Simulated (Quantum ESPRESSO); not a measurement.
NaF (Villiaumite):

```xyz
2
Lattice="0.0000 2.3200 2.3200 2.3200 0.0000 2.3200 2.3200 2.3200 0.0000" Properties=species:S:1:pos:R:3 pbc="T T T"
Na    0.0000    0.0000    0.0000
F     2.3200    2.3200    2.3200
```

```yaml
Program: Quantum ESPRESSO 7.5
Task: phonons
Functional: PBE
Potentials_or_basis: PseudoDojo 0.5 SR PBE standard
Cutoff: 1197 eV
Density_cutoff: 4789 eV
k_mesh: 4 × 4 × 4, shifted
Occupations: fermi-dirac, width 0.05 eV
Spin: no spin polarisation
Mixing_beta: 0.5
Most_SCF_iterations: 120
SCF_threshold: 4e-10 Ry
```

The first run showed a gap, so the response started from a second, tighter run with fixed occupations.

At W the frequencies are 223 223 229 233 282 282 cm⁻¹, at a pressure of 1.9 GPa.

Problem. How do the modes respond when the cell is scaled evenly, at fixed shape?

Solution. The highest mode has a Grüneisen parameter of 2.18 and moves by +11.5 cm⁻¹ per GPa. None of the listed modes softens on compression. The pressures give a bulk modulus of about 53 GPa.

Frequencies at 99 % and 101 % of the volume (pressures 2.4 and 1.4 GPa), ions relaxed:
| mode | 99 % (cm⁻¹) | 101 % (cm⁻¹) | Grüneisen parameter |
| --- | --- | --- | --- |
| 1 | 222.6 | 222.6 | 0.01 |
| 2 | 222.6 | 222.6 | 0.01 |
| 3 | 232.2 | 226.4 | 1.27 |
| 4 | 237.0 | 229.3 | 1.66 |
| 5 | 287.8 | 275.5 | 2.18 |
| 6 | 287.8 | 275.5 | 2.18 |

Modes are matched by their order; those that don't vary smoothly over the three volumes are left out.

Caveat: the k mesh is coarse (spacing up to 0.59 Å⁻¹), so the values aren't converged.
